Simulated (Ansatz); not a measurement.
KCl (zincblende), relaxed with r2SCAN: 6 runs in Ansatz, each a construction of maximally localised Wannier functions. The symmetry is F-43m (No. 216, cubic); conventional cell a = 7.015 Å, 43.14 Å³ an atom. Around K lie 4 Cl at 3.04 Å; around Cl lie 4 K at 3.04 Å. All values are calculated for a non-magnetic cell, which may be hypothetical.

```
CELL_PARAMETERS angstrom
0.00000 3.50728 3.50728
3.50728 0.00000 3.50728
3.50728 3.50728 0.00000
ATOMIC_POSITIONS crystal
K 0.00000 0.00000 0.00000
Cl 0.25000 0.25000 0.25000
```

Windows count from the top of the filled bands; a dash means that no such window was set (without an outer window there is no disentanglement). Rows marked drawn have settings drawn at random (some not listed).

```json
{"functional": "PBE", "SCF mesh": "6×6×6", "trial orbitals": "Cl s, Cl p", "functions": "4", "mesh": "4×4×4", "window (eV)": "–", "frozen (eV)": "–", "settings": "chosen", "Ω total (Å²)": "5.52", "Ω invariant (Å²)": "4.95", "largest spread (Å²)": "1.38", "least projectability": "0.79", "interpolation miss of the model's filled bands (eV, to the nearest computed level)": "0.002"}
{"functional": "PBE", "SCF mesh": "6×6×6", "trial orbitals": "Cl s, Cl p", "functions": "4", "mesh": "6×6×6", "window (eV)": "–", "frozen (eV)": "–", "settings": "chosen", "Ω total (Å²)": "5.75", "Ω invariant (Å²)": "5.20", "largest spread (Å²)": "1.44", "least projectability": "0.79", "interpolation miss of the model's filled bands (eV, to the nearest computed level)": "0.000"}
{"functional": "PBE", "SCF mesh": "6×6×6", "trial orbitals": "Cl p", "functions": "3", "mesh": "4×4×4", "window (eV)": "–", "frozen (eV)": "–", "settings": "drawn", "Ω total (Å²)": "4.20", "Ω invariant (Å²)": "4.19", "largest spread (Å²)": "1.40", "least projectability": "0.98", "interpolation miss of the model's filled bands (eV, to the nearest computed level)": "0.002"}
{"functional": "r2SCAN", "SCF mesh": "6×6×6", "trial orbitals": "Cl s, Cl p", "functions": "4", "mesh": "4×4×4", "window (eV)": "–", "frozen (eV)": "–", "settings": "chosen", "Ω total (Å²)": "5.16", "Ω invariant (Å²)": "4.55", "largest spread (Å²)": "1.29", "least projectability": "0.83", "interpolation miss of the model's filled bands (eV, to the nearest computed level)": "0.002"}
{"functional": "r2SCAN", "SCF mesh": "6×6×6", "trial orbitals": "Cl p", "functions": "3", "mesh": "4×4×4", "window (eV)": "–", "frozen (eV)": "–", "settings": "chosen", "Ω total (Å²)": "4.14", "Ω invariant (Å²)": "4.13", "largest spread (Å²)": "1.38", "least projectability": "0.98", "interpolation miss of the model's filled bands (eV, to the nearest computed level)": "0.001"}
{"functional": "HSE06", "SCF mesh": "4×4×4", "trial orbitals": "Cl s, Cl p", "functions": "4", "mesh": "4×4×4", "window (eV)": "–", "frozen (eV)": "–", "settings": "chosen", "Ω total (Å²)": "5.04", "Ω invariant (Å²)": "4.44", "largest spread (Å²)": "1.26", "least projectability": "0.85", "interpolation miss of the model's filled bands (eV, to the nearest computed level)": "–"}
```

A dash in the last column means that the miss wasn't evaluated.

For Cl s, Cl p with PBE the spread goes 5.52 Å² (4×4×4), 5.75 Å² (6×6×6): finite differences on a coarse mesh understate it.
